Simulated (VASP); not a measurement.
# SrCl2 (Fm-3m) in VASP: a series of runs

Runs on SrCl2. Level: r2SCAN. Tasks: single point, relaxation of cell and atoms.

Program: VASP 6.6.1. These are calculated values, not measurements. Logs are shortened: lines on timing, memory, paths and dates and some standing lists are left out, and cuts for length are marked.

## (1) Starting point

Symmetry: Fm-3m, No. 225, cubic system. The conventional cell has a = 6.999 Å, b = 6.999 Å, c = 6.999 Å, α = 90.00°, β = 90.00°, γ = 90.00°. Around Sr (site symmetry m-3m) lie 8 Cl at 3.03 Å. Cl (site symmetry -43m) is surrounded by 4 Sr at 3.03 Å.

The cell is a database's computed one.

## (2) Single point, r2SCAN

The input, POSCAR:

```
SrCl2
1.0
    0.0000000000      3.4997470000      3.4997470000
    3.4997470000      0.0000000000      3.4997470000
    3.4997470000      3.4997470000      0.0000000000
Sr Cl
1 2
Direct
    0.0000000000      0.0000000000      0.0000000000
    0.7500000000      0.7500000000      0.7500000000
    0.2500000000      0.2500000000      0.2500000000
```

The input, INCAR.step1:

```
ALGO = Normal ; EDIFF = 1E-4
ENCUT = 520 ; GGA = PE
ISMEAR = 0 ; LASPH = T
LCHARG = F ; LREAL = F
LWAVE = T ; NBANDS = 19
NELM = 100 ; PREC = Accurate
SIGMA = 0.02
```

The input, INCAR.step2:

```
ALGO = Normal ; EDIFF = 1E-6
ENCUT = 520 ; ISIF = 2
ISMEAR = 0 ; ISTART = 1
LASPH = T ; LCHARG = F
LMIXTAU = T ; LREAL = F
LWAVE = F ; METAGGA = R2SCAN
NBANDS = 19 ; NELM = 100
PREC = Accurate ; SIGMA = 0.02
```

The input, KPOINTS:

```
k-points
0
Gamma
  6 6 6
```

Potentials or basis: VASP PAW PBE potentials, release 64 (Sr_sv, Cl).

Command:

```
cat potpaw_PBE.64/Sr_sv/POTCAR potpaw_PBE.64/Cl/POTCAR > POTCAR
cp INCAR.step1 INCAR
mpirun -np 1 vasp_std > vasp.out
cp INCAR.step2 INCAR
mpirun -np 1 vasp_std > vasp.out
```

OUTCAR:

```text
EDIFF = 1E-6
   ENCUT = 520
   ISIF = 2
   ISMEAR = 0
   ISTART = 1
   LASPH = T
   LREAL = F
   METAGGA = R2SCAN
   NELM = 100
   PREC = Accurate

 ion  position               nearest neighbor table
   1  0.000  0.000  0.000-   2 3.03   3 3.03   2 3.03   2 3.03   2 3.03   3 3.03   3 3.03   3 3.03

   2  0.750  0.750  0.750-   1 3.03   1 3.03   1 3.03   1 3.03
   3  0.250  0.250  0.250-   1 3.03   1 3.03   1 3.03   1 3.03

  LATTYP: Found a face centered cubic cell.
 ALAT       =     6.9994940000

  Lattice vectors:

 A1 = (   0.0000000000,   3.4997470000,   3.4997470000)
 A2 = (   3.4997470000,   0.0000000000,   3.4997470000)
 A3 = (   3.4997470000,   3.4997470000,   0.0000000000)

Analysis of symmetry for initial positions (statically):
=====================================================================
 Subroutine PRICEL returns:
 Original cell was already a primitive cell.

 Routine SETGRP: Setting up the symmetry group for a
 face centered cubic supercell.

 Subroutine GETGRP returns: Found 48 space group operations
 (whereof 48 operations were pure point group operations)
 out of a pool of 48 trial point group operations.

The static configuration has the point symmetry O_h .

Analysis of symmetry for dynamics (positions and initial velocities):
=====================================================================
 Subroutine PRICEL returns:
 Original cell was already a primitive cell.

 Routine SETGRP: Setting up the symmetry group for a
 face centered cubic supercell.

 Subroutine GETGRP returns: Found 48 space group operations
 (whereof 48 operations were pure point group operations)
 out of a pool of 48 trial point group operations.

The dynamic configuration has the point symmetry O_h .

 Subroutine INISYM returns: Found 48 space group operations
 (whereof 48 operations are pure point group operations),
 and found     1 'primitive' translations

----------------------------------------------------------------------------------------

                                     Primitive cell

  volume of cell :      85.7314

  direct lattice vectors                    reciprocal lattice vectors
     0.000000000  3.499747000  3.499747000    -0.142867470  0.142867470  0.142867470
     3.499747000  0.000000000  3.499747000     0.142867470 -0.142867470  0.142867470
[... 76 lines left out ...]
   ENCUT  =  520.0 eV  38.22 Ry    6.18 a.u.   9.20  9.20  9.20*2*pi/ulx,y,z
   NELM   =    100;   NELMIN=  2; NELMDL=  0     # of ELM steps
   EDIFF  = 0.1E-05   stopping-criterion for ELM
   LREAL  =      F    real-space projection
   EDIFFG = 0.1E-04   stopping-criterion for IOM
   NSW    =      0    number of steps for IOM
   IBRION =     -1    ionic relax: 0-MD 1-quasi-New 2-CG
   NFREE  =      0    steps in history (QN), initial steepest desc. (CG)
   ISIF   =      2    stress and relaxation
   ISYM   =      2    0-nonsym 1-usesym 2-fastsym
   POTIM  = 0.5000    time-step for ionic-motion
   TEBEG  =    0.0;   TEEND  =   0.0 temperature during run
   PSTRESS=    0.0 pullay stress
   NELECT =      24.0000    total number of electrons
   NUPDOWN=      -1.0000    fix difference up-down
   EMIN   =  10.00;   EMAX   =-10.00  energy-range for DOS
   EFERMI =   0.00;   METHOD = LEGACY
   ISMEAR =     0;   SIGMA  =   0.02  broadening in eV -4-tet -1-fermi 0-gaus
   EFERMI_NEDOS =   21; number of points for ismear=-14 and -15
   IALGO  =     38    algorithm
   IMIX   =      4    mixing-type and parameters
     AMIX     =   0.40;   BMIX     =  1.00
     AMIX_MAG =   1.60;   BMIX_MAG =  1.00
  volume/ion in A,a.u.               =      28.58       192.85
  Fermi-wavevector in a.u.,A,eV,Ry     =   1.070940  2.023784 15.604701  1.146913
  Thomas-Fermi vector in A             =   2.206666
   LORBIT       =      0    0 simple, 1 ext, 2 COOP (PROOUT), +10 PAW based schemes
   METAGGA = R2SCAN    functional components
   LHFCALC =     F    Hartree Fock is set to
   AEXX    =    0.0000 exact exchange contribution
   IVDW    =     0    specifies the selected vdW correction
   LEPSILON=     F    determine dielectric tensor
   LRPA    =     F    only Hartree local field effects (RPA)
 non-spin polarized calculation
 Gauss-broadening in eV      SIGMA  =   0.02
  energy-cutoff  :      520.00
  volume of cell :       85.73
 maximum number of plane-waves:      2332
 NGX is ok and might be reduce to    40
   NGX = 19   NGY = 19   NGZ = 19

 number of electron      24.0000002 magnetization

 Free energy of the ion-electron system (eV)
  ---------------------------------------------------
  ext. energy  EPLUGINS =         0.00000000
  ---------------------------------------------------
  free energy    TOTEN  =       -35.69708821 eV

  energy without entropy =      -35.69708821  energy(sigma->0) =      -35.69708821

 E-fermi :  -0.0889     XC(G=0):  -8.7223

 val. band max:       -0.2848386331   @ k =   0.5000   0.5000   0.0000
 cond. band min:       5.6454233349   @ k =   0.0000   0.0000   0.0000
 fundamental gap:      5.9302619680
 Fermi energy:        -0.0889277511

 k-point     1 :       0.0000    0.0000    0.0000
  band No.  band energies     occupation
      1     -34.2675      2.00000
      2     -15.6332      2.00000
      3     -15.6332      2.00000
      4     -15.6332      2.00000
      5     -14.1416      2.00000
      6     -13.2870      2.00000
[... 329 lines left out ...]
      6     -13.4212      2.00000
[... 11 lines left out ...]
     18      10.0671      0.00000
     19      10.4318      0.00000

------------------------ aborting loop because EDIFF is reached ----------------------------------------

  FORCE on cell =-STRESS in cart. coord.  units (eV):
  Direction    XX          YY          ZZ          XY          YZ          ZX
  --------------------------------------------------------------------------------------
  -------------------------------------------------------------------------------------
  Total       -0.0239305     -0.0239305     -0.0239305      0.0000000      0.0000000      0.0000000
  in kB       -0.4472220     -0.4472220     -0.4472220      0.0000000      0.0000000      0.0000000
  external PRESSURE =      -0.4472220 kB  Pullay stress =       0.0000000 kB

 VOLUME and BASIS-vectors are now :
 -----------------------------------------------------------------------------
  energy-cutoff  :      520.00
  volume of cell :       85.73
      direct lattice vectors                 reciprocal lattice vectors
     0.000000000  3.499747000  3.499747000    -0.142867470  0.142867470  0.142867470
     3.499747000  0.000000000  3.499747000     0.142867470 -0.142867470  0.142867470
     3.499747000  3.499747000  0.000000000     0.142867470  0.142867470 -0.142867470

 POSITION                                       TOTAL-FORCE (eV/Angst)
 -----------------------------------------------------------------------------------
      0.00000      0.00000      0.00000        -0.000000      0.000000     -0.000000
      5.24962      5.24962      5.24962        -0.000000      0.000000      0.000000
      1.74987      1.74987      1.74987         0.000000     -0.000000     -0.000000
 -----------------------------------------------------------------------------------
    total drift:                               -0.000000     -0.000000      0.000000

  FREE ENERGIE OF THE ION-ELECTRON SYSTEM (eV)
  ---------------------------------------------------
  free  energy   TOTEN  =       -35.6970882104 eV

  energy  without entropy=      -35.6970882104  energy(sigma->0) =      -35.69708821
```

OSZICAR.step1:

```text
N       E                     dE             d eps       ncg     rms          rms(c)
DAV:   1     0.143289219420E+03    0.14329E+03   -0.11459E+04   608   0.113E+03
DAV:   2    -0.346753329069E+01   -0.14676E+03   -0.14188E+03   812   0.223E+02
DAV:   3    -0.127674435849E+02   -0.92999E+01   -0.92693E+01   794   0.556E+01
DAV:   4    -0.130652467513E+02   -0.29780E+00   -0.29744E+00  1029   0.821E+00
DAV:   5    -0.130672887036E+02   -0.20420E-02   -0.20411E-02   794   0.729E-01    0.126E+01
DAV:   6    -0.127688759267E+02    0.29841E+00   -0.60003E-01   713   0.433E+00    0.815E+00
DAV:   7    -0.127783747436E+02   -0.94988E-02   -0.36119E-01   811   0.361E+00    0.214E+00
DAV:   8    -0.127847253154E+02   -0.63506E-02   -0.53976E-02   691   0.128E+00    0.394E-01
DAV:   9    -0.127857765953E+02   -0.10513E-02   -0.20768E-03   764   0.268E-01    0.141E-01
DAV:  10    -0.127871079899E+02   -0.13314E-02   -0.94045E-04   649   0.179E-01    0.348E-02
DAV:  11    -0.127872072938E+02   -0.99304E-04   -0.65093E-05   696   0.462E-02
   1 F= -.12787207E+02 E0= -.12787207E+02  d E =-.529901E-33
```

Wall time 54 s (1 thread of Intel Xeon 6975P-C (Granite Rapids), shared host); peak memory 0.26 GiB.

Results:

```
Free energy            : -35.6971 eV
Pressure               : 0.0 GPa
Band gap on the k mesh : 5.93 eV, indirect (least direct gap 5.99 eV)
```

Levels at points of the mesh, in eV from the valence-band top:
```
           k point  band 10  band 11  band 12  band 13  band 14  band 15
(0.00, 0.00, 0.00)    -0.34    -0.34    -0.34     5.93     6.69     6.69
(0.50, 0.00, 0.00)    -1.33    -1.06    -1.06     7.28     7.28     8.22
(0.50, 0.50, 0.00)    -0.39    -0.39     0.00     5.99     7.76     8.19
```

Caveat: the PAW data sets were made with another functional, which shifts forces and pressure a little. A k mesh can miss the band edges.

(Part 1 of 2 ends here.)
